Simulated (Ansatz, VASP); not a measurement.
# Two plane-wave programs on Zr

```xyz
1
Lattice="2.9162 0.0000 0.0000 0.0000 2.9162 0.0000 0.0000 0.0000 2.9162" Properties=species:S:1:pos:R:3 pbc="T T T"
Zr    0.0000    0.0000    0.0000
```

Change from the starting cell: volume scaled by 1, PAW files.

Alike in both runs: task single point; functional PBE; k mesh 14 × 14 × 14; occupations fermi-dirac, width 0.1 eV; no spin polarisation.

|  | VASP | Ansatz |
| --- | --- | --- |
| version | VASP 6.6.1 | Ansatz 0.2.0 |
| potentials or method | VASP PAW PBE potentials, release 64 (Zr_sv) | PAW with Ansatz's default frozen-core files, scalar-relativistic |
| plane-wave cutoff (eV) | 520 | 420 |
| valence electrons in the cell | 12 | 12 |

```csv
,VASP,Ansatz,Ansatz less VASP
pressure (GPa),0.0,0.0,-0.05
```
